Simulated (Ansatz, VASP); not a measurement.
# KCl (Sylvite) in two plane-wave programs, part 2 of 2

Wanted: the spread between two codes on one cell, functional and k mesh. The cell is taken from a series of VASP runs on this material, whose earlier steps may have relaxed, scaled or displaced it; both programs get it as it stands.

VASP 6.6.1 and Ansatz 0.2.0.

So far. Step 4 (Comparison): The walks stopped with -0.03 GPa left in Ansatz and -0.01 GPa in VASP; each walk ends within a tolerance, so the volume difference is uncertain by about these residues over the bulk modulus, most in soft cells.

### 5. Ansatz: relaxation of cell and atoms, r2SCAN

Level of this step: Ansatz beside VASP: Kohn-Sham DFT, plane waves, r2SCAN (Ansatz).

The relaxed volume is the usual yardstick between codes: its relative difference is about their pressure difference at one cell divided by the bulk modulus. The cell compared in this pair holds 63.12 Å³, against 56.30 Å³ for the pair before.

The cell is taken from a series of VASP runs on this material, whose earlier steps may have relaxed, scaled or displaced it; both programs get it as it stands.

The input, input.yaml:

```yaml
crystal:
  lattice:
    - [0.0, 3.1601913344, 3.1601913344]
    - [3.1601913344, 0.0, 3.1601913344]
    - [3.1601913344, 3.1601913344, 0.0]
  atoms:
    - { symbol: K, position: [0.0, 0.0, 0.0] }
    - { symbol: Cl, position: [0.5, 0.5, 0.5] }
hamiltonian:
  xc: r2scan
  pseudopotentials: { kind: paw }
kpoints:
  mp_grid: { grid: [6, 6, 6] }
scf:
  occupations: { method: gaussian, width: 0.03 }
relax:
  f_tol: 0.01
  max_steps: 60
  cell: { stress_tol: 0.05 }
output:
  forces: true
  stress: true
```

The run is started by

```console
> ansatz run input.yaml --threads 4 --pin off --max-ram 9216MiB --backend cpu --events-out ev --progress --plain --runs-dir out
```

Numbers of over 12 decimals in the logs are rounded to 6 here.

Log:

```text
[...]
Crystal: 2 atoms, lattice volume = 63.120 Å³
Basis set: ecut = 500 eV, 1639 PW (Γ), exchange–correlation on 144×144×144 points (64 copies of the dense FFT grid, shifted against one another)
Bands: 12, of which v1, the nominal top of the filled ones, is band 8 counted from 1 (7 counted from 0)
Symmetry: 48 space group operations
[...]
k-points: 16 of 216
[...]
-0.000000       0.002161      -0.000000
       -0.000000      -0.000000       0.002161
  P = ⅓ Tr σ = 0.0022 GPa (0.022 kbar)
--- Relaxed structure (3 steps of the walk, 3 accepted, 1 SCFs on fresh bases) ---
[...]
cell:  # Å, volume = 62.2987 Å³
    - [0, 3.146417, 3.146417]
    - [3.146417, 0, 3.146417]
    - [3.146417, 3.146417, 0]
  atoms:
    - { symbol: K, position: [0, 0, 0] }
    - { symbol: Cl, position: [0.500000, 0.500000, 0.500000] }
[key lines of the parts left out:]
SCF converged after 4 iterations
Free energy (F): -2630.473107 eV
Fermi energy:    3.347425 eV
```

The job ended after 5.3 s (4 threads of Arm Neoverse N1, shared host; peak memory 0.51 GiB; 18 s of CPU time).

### 6. VASP: relaxation of cell and atoms, r2SCAN

The same cell, functional, mesh and smearing now go to VASP, with its own data sets and cutoff.

The input, INCAR:

```
SYSTEM = KCl
PREC = Accurate
ENCUT = 500
EDIFF = 1E-07
NELM = 100
ISMEAR = 0
SIGMA = 0.03
LREAL = .FALSE.
ALGO = Normal
METAGGA = R2SCAN
LASPH = .TRUE.
NBANDS = 14
LORBIT = 11
LWAVE = .FALSE.
LCHARG = .FALSE.
KPAR = 4
IBRION = 2
NSW = 50
ISIF = 3
EDIFFG = -0.002
```

The input, POSCAR:

```
KCl
1.0
    0.0000000000      3.1601913344      3.1601913344
    3.1601913344      0.0000000000      3.1601913344
    3.1601913344      3.1601913344      0.0000000000
K Cl
1 1
Direct
    0.0000000000      0.0000000000      0.0000000000
    0.5000000000      0.5000000000      0.5000000000
```

The input, KPOINTS:

```
Automatic mesh
0
Gamma
6 6 6
0 0 0
```

Potentials, in the order of the species: K_sv and Cl (PBE family, release 64).

The run is started by

```console
> mpirun -np 4 vasp_std
```

Log:

```text
[banner, memory and clock lines left out]
running    4 mpi-ranks, on    1 nodes
[...]
|                                                                             |
|               ----> ADVICE to this user running VASP <----                  |
|                                                                             |
|     You enforced a specific xc type in the INCAR file but a different       |
|     [... a line on the potential file left out ...]
|     I HOPE YOU KNOW WHAT YOU ARE DOING!                                     |
|                                                                             |

 LDA part: xc-table for (None), standard interpolation
 POSCAR, INCAR and KPOINTS ok, starting setup
[...]
entering main loop
       N       E                     dE             d eps       ncg     rms          rms(c)
DAV:   1     0.863544023209E+02    0.86354E+02   -0.72727E+03   448   0.102E+03
DAV:   2    -0.140958969848E+02   -0.10045E+03   -0.91984E+02   566   0.245E+02
DAV:   3    -0.204084833714E+02   -0.63126E+01   -0.62706E+01   598   0.556E+01
DAV:   4    -0.206896631088E+02   -0.28118E+00   -0.28106E+00   702   0.104E+01
[...]
DAV:  12    -0.165054778155E+02   -0.48790E-06   -0.58241E-06   604   0.199E-02    0.359E-03
DAV:  13    -0.165054776106E+02    0.20490E-06   -0.24733E-07   524   0.397E-03    0.101E-03
DAV:  14    -0.165054775186E+02    0.92033E-07   -0.25659E-08   380   0.140E-03
   1 F= -.16505478E+02 E0= -.16505478E+02  d E =-.165055E+02
[... from here on, the cycles between the ionic steps are left out ...]
   2 F= -.16506128E+02 E0= -.16506128E+02  d E =-.650851E-03
   3 F= -.16506307E+02 E0= -.16506307E+02  d E =-.829559E-03
   4 F= -.16506309E+02 E0= -.16506309E+02  d E =-.831112E-03
[...]
reached required accuracy - stopping structural energy minimisation
```

From OUTCAR (step 6):

```text
  Total        0.0002885      0.0002885      0.0002885      0.0000000      0.0000000      0.0000000
  in kB        0.0074334      0.0074334      0.0074334      0.0000000      0.0000000      0.0000000
  external PRESSURE =       0.0074334 kB  Pullay stress =       0.0000000 kB

 POSITION                                       TOTAL-FORCE (eV/Angst)
 -----------------------------------------------------------------------------------
      3.14458      3.14458      0.00000        -0.000000     -0.000000     -0.000000
      3.14458      3.14458      3.14458         0.000000      0.000000      0.000000
 -----------------------------------------------------------------------------------
    total drift:                                0.000000      0.000000      0.000000

  FREE ENERGIE OF THE ION-ELECTRON SYSTEM (eV)
  ---------------------------------------------------
  free  energy   TOTEN  =       -16.5063086305 eV

  energy  without entropy=      -16.5063086305  energy(sigma->0) =      -16.50630863

[... 2 parts as in an earlier step ...]

[... 2 further parts left out ...]
[key lines of the parts left out:]
E-fermi :  -2.0420
```

### 7. Differences

What differs besides the data sets and the points named for the pairs above, as far as they apply: VASP keeps PBE cores, Ansatz makes them for the functional. Total energies have different zeros and are not compared.

The two programs side by side:

```
                                         quantity  Ansatz   VASP  difference
                                      volume (Å³)   62.30  62.19     +0.18 %
edge a after relaxation, in the typed setting (Å)   4.450  4.447     +0.06 %
```

The walks stopped with 0.00 GPa left in Ansatz and 0.00 GPa in VASP; each walk ends within a tolerance, so the volume difference is uncertain by about these residues over the bulk modulus, most in soft cells.

### 8. Outcome

- difference in volume (relaxation of cell and atoms, LDA): -0.22 %
- difference in volume (relaxation of cell and atoms, r2SCAN): 0.18 %

In words: The difference in volume is -0.22 % (relaxation of cell and atoms, LDA), within the 1.2 % picked in this series as the mark of a large difference, as far as the stopping tolerances let one tell. Such differences can come from data sets, numerical settings and the points named under the comparisons, not from the functional's error against experiment.

[Lines on the potential files, build, host, timing and source positions are cut from VASP's logs without a mark.]

[Logs are printed without paths, hosts, clocks, repeated set-up lines and the standing remarks that a program may print on its own settings, such as how far it seeks lower states.]

[Hosts, paths, dates, database ids (printed as entryN), source tags and the programs' standing remarks are cut or masked in the printed files.]
